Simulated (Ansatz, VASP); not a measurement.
## One calculation of Au, two programs

```
CELL_PARAMETERS angstrom
0.00000 2.08564 2.08564
2.08564 0.00000 2.08564
2.08564 2.08564 0.00000
ATOMIC_POSITIONS crystal
Au 0.00000 0.00000 0.00000
```

Alike in both runs: task relaxation of cell and atoms; functional PBEsol; k mesh 8 × 8 × 8; occupations gaussian, width 0.1 eV; no spin polarisation.

|  | VASP | Ansatz |
| --- | --- | --- |
| version | VASP 6.6.1 | Ansatz 0.2.0 |
| potentials or method | VASP PAW PBE potentials, release 64 (Au) | scalar-relativistic, plane waves, PAW |
| plane-wave cutoff (eV) | 600 | 420 |
| valence electrons in the cell | 11 | 19 |

Ansatz gave:

- gap on the k mesh at the Fermi level, each at its own relaxed structure (eV): none
- relaxed volume (Å³/atom): 17.08
- relaxed cell length with the largest relative difference (Å): 2.891
- energy change over the relaxation (meV/atom): -29

Question: Which values does VASP return?

Answer: gap on the k mesh at the Fermi level, each at its own relaxed structure (eV): none; relaxed volume (Å³/atom): 17.12; relaxed cell length with the largest relative difference (Å): 2.893; energy change over the relaxation (meV/atom): -31.

A gap of «none» marks a metal or a gap that the smearing closes. The two sets of potentials don't hold the same shells in valence.

Caveats: the PAW data sets were made with another functional, which shifts forces and pressure a little (VASP). Spin-orbit coupling is left out, which matters for the levels of Au.
